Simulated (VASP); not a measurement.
The system is GaN.

```
Ga N
1.0
     3.18893    0.00000    0.00000
    -1.59447    2.76169    0.00000
     0.00000    0.00000    5.19236
Ga N
2 2
Direct
  0.66667 0.33333 0.49908
  0.33333 0.66667 0.99908
  0.66667 0.33333 0.87592
  0.33333 0.66667 0.37592
```

The cell is a database's computed one.

| Property | Result |
| --- | --- |
| Program | VASP 6.6.1 |
| Task | relaxation of cell and atoms |
| Functional | LDA |
| Potentials or basis | VASP PAW LDA potentials, release 64 (Ga_d, N) |
| Cutoff | 600 eV |
| k mesh | 12 × 12 × 6 |
| Occupations | gaussian, width 0.02 eV |
| Spin | no spin polarisation |

At the start: pressure -5.5 GPa; volume 11.43 Å³/atom.

Q: Where does the relaxation end?

A: Over 8 steps the energy falls by 5.8 meV/atom and the volume is 11.11 Å³/atom (-2.9 %); space group P6_3mc (No. 186, to 0.05 Å).

Step by step:
```
step  energy change (eV)  largest force (eV/Å)  pressure (GPa)  volume (Å³)
   1              0.0000                0.0078           -5.50        45.73
   2             -0.0001                0.0224            6.03        43.18
   3             -0.0230                0.0142           -0.04        44.43
   4             -0.0230                0.0144            0.08        44.40
   5             -0.0230                0.0018           -0.14        44.44
   6             -0.0230                0.0040           -0.03        44.43
   7             -0.0230                0.0031           -0.06        44.43
   8             -0.0230                0.0002            0.01        44.42
```

Final structure:
```xyz
4
Lattice="3.1570 0.0000 0.0000 -1.5785 2.7340 0.0000 0.0000 0.0000 5.1465" Properties=species:S:1:pos:R:3 pbc="T T T"
Ga    1.5785    0.9113    2.5696
Ga    0.0000    1.8227    5.1428
N     1.5785    0.9113    4.5068
N     0.0000    1.8227    1.9336
```
